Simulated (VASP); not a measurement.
# EuS (Fm-3m) in VASP: further runs, part 2 of 2

VASP 6.6.1. Earlier steps stand in the parts before.

### 3 Single point, PBE, collinear spin, typed start

This run uses another cell than the first one: it holds 4 atoms, not 2.

Input file INCAR:

```
ALGO = Normal
EDIFF = 1E-6
ENCUT = 520
GGA = PE
ISIF = 2
ISMEAR = 0
ISPIN = 2
LASPH = T
LCHARG = F
LMAXMIX = 6
LORBIT = 11
LREAL = F
LWAVE = F
MAGMOM = 7 7 0 0
NBANDS = 35
NELM = 150
PREC = Accurate
SIGMA = 0.02
```

Input file KPOINTS:

```
k-points
0
Gamma
  6 6 6
```

Input file POSCAR:

```
EuS
1.0
    2.9785000000      2.9785000000      5.9570000000
    5.9570000000      2.9785000000      2.9785000000
    2.9785000000      5.9570000000      2.9785000000
Eu S
2 2
Direct
    0.0000000000      0.0000000000      0.0000000000
    0.5000000000      0.5000000000      0.5000000000
    0.2500000000      0.2500000000      0.2500000000
    0.7500000000      0.7500000000      0.7500000000
```

Potentials or basis: VASP PAW PBE potentials, release 64 (Eu, S).

The run is started by

```bash
cat potpaw_PBE.64/Eu/POTCAR potpaw_PBE.64/S/POTCAR > POTCAR
mpirun -np 1 vasp_std > vasp.out
```

OUTCAR:

```text
EDIFF = 1E-6
   ENCUT = 520
   GGA = PE
   ISIF = 2
   ISMEAR = 0
   ISPIN = 2
   LASPH = T
   LORBIT = 11
   LREAL = F
   NELM = 150
   PREC = Accurate

 ion  position               nearest neighbor table
   1  0.000  0.000  0.000-   4 2.98   4 2.98   4 2.98   3 2.98   3 2.98   3 2.98
   2  0.500  0.500  0.500-   3 2.98   3 2.98   3 2.98   4 2.98   4 2.98   4 2.98
   3  0.250  0.250  0.250-   1 2.98   1 2.98   1 2.98   2 2.98   2 2.98   2 2.98
   4  0.750  0.750  0.750-   2 2.98   2 2.98   2 2.98   1 2.98   1 2.98   1 2.98

  LATTYP: Found a trigonal (rhomboedric) cell.
 ALAT       =     7.2958051989
 COS(alpha) =     0.8333333333

  Lattice vectors:

 A1 = (   2.9785000000,   2.9785000000,   5.9570000000)
 A2 = (   5.9570000000,   2.9785000000,   2.9785000000)
 A3 = (   2.9785000000,   5.9570000000,   2.9785000000)

Analysis of symmetry for initial positions (statically):
=====================================================================
 Subroutine PRICEL returns following result:

  LATTYP: Found a face centered cubic cell.
 ALAT       =     5.9570000000
[... 12 lines left out ...]
 Subroutine GETGRP returns: Found 12 space group operations
 (whereof 12 operations were pure point group operations)
 out of a pool of 12 trial point group operations.

The static configuration has the point symmetry D_3d.

Analysis of symmetry for dynamics (positions and initial velocities):
=====================================================================
 Subroutine PRICEL returns following result:

  LATTYP: Found a face centered cubic cell.
 ALAT       =     5.9570000000
[... 12 lines left out ...]
 Subroutine GETGRP returns: Found 12 space group operations
 (whereof 12 operations were pure point group operations)
 out of a pool of 12 trial point group operations.

The dynamic configuration has the point symmetry D_3d.

Analysis of structural, dynamic, and magnetic symmetry:
=====================================================================
 Subroutine PRICEL returns following result:

  LATTYP: Found a face centered cubic cell.
 ALAT       =     5.9570000000
[... 12 lines left out ...]
 Subroutine GETGRP returns: Found 12 space group operations
 (whereof 12 operations were pure point group operations)
 out of a pool of 12 trial point group operations.

The overall configuration has the point symmetry D_3d.

 Subroutine INISYM returns: Found 12 space group operations
 (whereof 12 operations are pure point group operations),
 and found     2 'primitive' translations

----------------------------------------------------------------------------------------

                                     Primitive cell

  volume of cell :      52.8473

  direct lattice vectors                    reciprocal lattice vectors
    -2.978500000  2.978500000  0.000000000    -0.167869733  0.167869733  0.167869733
     0.000000000  2.978500000 -2.978500000     0.167869733  0.167869733 -0.167869733
    -2.978500000  0.000000000 -2.978500000    -0.167869733 -0.167869733 -0.167869733

  length of vectors
     4.212235096  4.212235096  4.212235096     0.290758907  0.290758907  0.290758907

  position of ions in fractional coordinates (direct lattice)
[... 78 lines left out ...]
   NELM   =    150;   NELMIN=  2; NELMDL= -5     # of ELM steps
   EDIFF  = 0.1E-05   stopping-criterion for ELM
   LREAL  =      F    real-space projection
   EDIFFG = 0.1E-04   stopping-criterion for IOM
   NSW    =      0    number of steps for IOM
   IBRION =     -1    ionic relax: 0-MD 1-quasi-New 2-CG
   NFREE  =      0    steps in history (QN), initial steepest desc. (CG)
   ISIF   =      2    stress and relaxation
   ISYM   =      2    0-nonsym 1-usesym 2-fastsym
   POTIM  = 0.5000    time-step for ionic-motion
   TEBEG  =    0.0;   TEEND  =   0.0 temperature during run
   PSTRESS=    0.0 pullay stress
   NELECT =      46.0000    total number of electrons
   NUPDOWN=      -1.0000    fix difference up-down
   EMIN   =  10.00;   EMAX   =-10.00  energy-range for DOS
   EFERMI =   0.00;   METHOD = LEGACY
   ISMEAR =     0;   SIGMA  =   0.02  broadening in eV -4-tet -1-fermi 0-gaus
   EFERMI_NEDOS =   21; number of points for ismear=-14 and -15
   IALGO  =     38    algorithm
   IMIX   =      4    mixing-type and parameters
     AMIX     =   0.40;   BMIX     =  1.00
     AMIX_MAG =   1.60;   BMIX_MAG =  1.00
  volume/ion in A,a.u.               =      26.42       178.32
  Fermi-wavevector in a.u.,A,eV,Ry     =   1.240633  2.344456 20.941667  1.539169
  Thomas-Fermi vector in A             =   2.375065
   LORBIT       =     11    0 simple, 1 ext, 2 COOP (PROOUT), +10 PAW based schemes
   GGA     = PE    functional components
   LHFCALC =     F    Hartree Fock is set to
   AEXX    =    0.0000 exact exchange contribution
   IVDW    =     0    specifies the selected vdW correction
   LEPSILON=     F    determine dielectric tensor
   LRPA    =     F    only Hartree local field effects (RPA)
 spin polarized calculation
 Gauss-broadening in eV      SIGMA  =   0.02
  energy-cutoff  :      520.00
  volume of cell :      105.69
 maximum number of plane-waves:      2855
   NGX = 27   NGY = 27   NGZ = 27

 number of electron      46.0000003 magnetization      13.9717442

 Free energy of the ion-electron system (eV)
  ---------------------------------------------------
  ext. energy  EPLUGINS =         0.00000000
  ---------------------------------------------------
  free energy    TOTEN  =       -39.79487228 eV

  energy without entropy =      -39.79450141  energy(sigma->0) =      -39.79468685

 E-fermi :   4.2522     XC(G=0):  -9.6355

 val. band max:        4.2461718614   @ k =   0.3333   0.1667   0.1667
 cond. band min:       4.2597562250   @ k =   0.1667   0.1667   0.1667
 fundamental gap:      0.0135843637
 Fermi energy:         4.2522346712

 spin component 1

 k-point     1 :       0.0000    0.0000    0.0000
  band No.  band energies     occupation
      1     -37.2103      1.00000
      2     -37.1973      1.00000
      3     -16.2535      1.00000
      4     -15.9492      1.00000
      5     -15.9492      1.00000
      6     -15.9244      1.00000
[... 901 lines left out ...]
     34       8.0084      0.00000
     35       8.1306      0.00000

 [... further k-points ...]

 spin component 2

 k-point     1 :       0.0000    0.0000    0.0000
  band No.  band energies     occupation
      1     -34.1250      1.00000
      2     -34.1070      1.00000
      3     -14.1709      1.00000
      4     -13.6940      1.00000
      5     -13.6940      1.00000
      6     -13.6649      1.00000
[... 901 lines left out ...]
     34       9.1468      0.00000
     35       9.2447      0.00000

 [... further k-points ...]

------------------------ aborting loop because EDIFF is reached ----------------------------------------

  FORCE on cell =-STRESS in cart. coord.  units (eV):
  Direction    XX          YY          ZZ          XY          YZ          ZX
  --------------------------------------------------------------------------------------
  -------------------------------------------------------------------------------------
  Total       -1.8636640     -1.8636640     -1.8636640     -0.0068880     -0.0068880     -0.0068880
  in kB      -28.2504519    -28.2504519    -28.2504519     -0.1044118     -0.1044118     -0.1044118
  external PRESSURE =     -28.2504519 kB  Pullay stress =       0.0000000 kB

 VOLUME and BASIS-vectors are now :
 -----------------------------------------------------------------------------
  energy-cutoff  :      520.00
  volume of cell :      105.69
      direct lattice vectors                 reciprocal lattice vectors
     2.978500000  2.978500000  5.957000000    -0.083934867 -0.083934867  0.251804600
     5.957000000  2.978500000  2.978500000     0.251804600 -0.083934867 -0.083934867
     2.978500000  5.957000000  2.978500000    -0.083934867  0.251804600 -0.083934867

 POSITION                                       TOTAL-FORCE (eV/Angst)
 -----------------------------------------------------------------------------------
      0.00000      0.00000      0.00000         0.000000      0.000000      0.000000
      5.95700      5.95700      5.95700         0.000000      0.000000      0.000000
      2.97850      2.97850      2.97850        -0.000000     -0.000000     -0.000000
      8.93550      8.93550      8.93550         0.000000     -0.000000     -0.000000
 -----------------------------------------------------------------------------------
    total drift:                               -0.000000      0.000000      0.000000

  FREE ENERGIE OF THE ION-ELECTRON SYSTEM (eV)
  ---------------------------------------------------
  free  energy   TOTEN  =       -39.7948722823 eV

  energy  without entropy=      -39.7945014108  energy(sigma->0) =      -39.79468685

 total charge

# of ion       s       p       d       f       tot
--------------------------------------------------
    1        2.027   5.757   0.305   6.657  14.746
    2        2.027   5.757   0.305   6.657  14.746
    3        1.316   2.430   0.000   0.000   3.746
    4        1.316   2.430   0.000   0.000   3.746
--------------------------------------------------
tot          6.686  16.375   0.610  13.314  36.985

 magnetization (x)

# of ion       s       p       d       f       tot
--------------------------------------------------
    1       -0.015  -0.114   0.093   6.627   6.591
    2       -0.015  -0.114   0.093   6.627   6.591
    3       -0.007  -0.067   0.000   0.000  -0.073
    4       -0.007  -0.067   0.000   0.000  -0.073
--------------------------------------------------
tot         -0.043  -0.361   0.186  13.253  13.035
```

stdout:

```text
POSCAR found type information on POSCAR EuS
 POSCAR found :  2 types and       4 ions
 scaLAPACK will be used
 LDA part: xc-table for (Slater+PW92), standard interpolation
 POSCAR, INCAR and KPOINTS ok, starting setup
 FFT: planning ... GRIDC
 FFT: planning ... GRID_SOFT
 FFT: planning ... GRID
 WAVECAR not read
 entering main loop
```

Run time: 15 min. Hardware: 1 thread of Intel Xeon 6975P-C (Granite Rapids), shared host; peak memory 0.59 GiB.

What came out:

| Item | Value |
| --- | --- |
| Free energy | -39.7949 eV |
| Pressure | -2.8 GPa |
| Band gap on the k mesh | none (metal or under the smearing width) |
| Net moment | 13.97 μB per cell |
| Site moments | Eu +6.59; S -0.07 μB |
| Valence electrons inside the program's atomic spheres | Eu 14.75; S 3.75 |

Caveat: spin-orbit coupling is left out, which moves the levels of the heavy elements; without U or exact exchange the open f shell lies at the Fermi level, which spoils levels, moments and volumes.

### 4 Comparison with measurements

Step 2. Against the measured gap of EuS, 1.72 eV (optical; 300 K; powder; “Crystal-field mediated electronic transitions of EuS up to 35 GPa”, 2022, pmc:8786971), the calculated 0.00 eV is off by -1.72 eV. So large a miss can be the level of theory's own, or it may mean another phase, state or a wrong row. Spin-orbit coupling on Eu is left out. The value is that of PBE on a finite k mesh, which can miss the band edges, without temperature or zero-point motion. Semilocal functionals fall short of measured gaps as a rule. The run's magnetic order (collinear spin, typed start) needn't be the measured crystal's.

Step 3. A measured gap of EuS is 1.72 eV (optical; 300 K; powder; “Crystal-field mediated electronic transitions of EuS up to 35 GPa”, 2022, pmc:8786971); the calculated 0.00 eV misses it by -1.72 eV. So large a miss can be the level of theory's own, or it may mean another phase, state or a wrong row. Spin-orbit coupling on Eu is left out. The value is that of PBE on a finite k mesh, which can miss the band edges, without temperature or zero-point motion. Semilocal functionals fall short of measured gaps as a rule. The run's magnetic order (collinear spin, typed start) needn't be the measured crystal's.
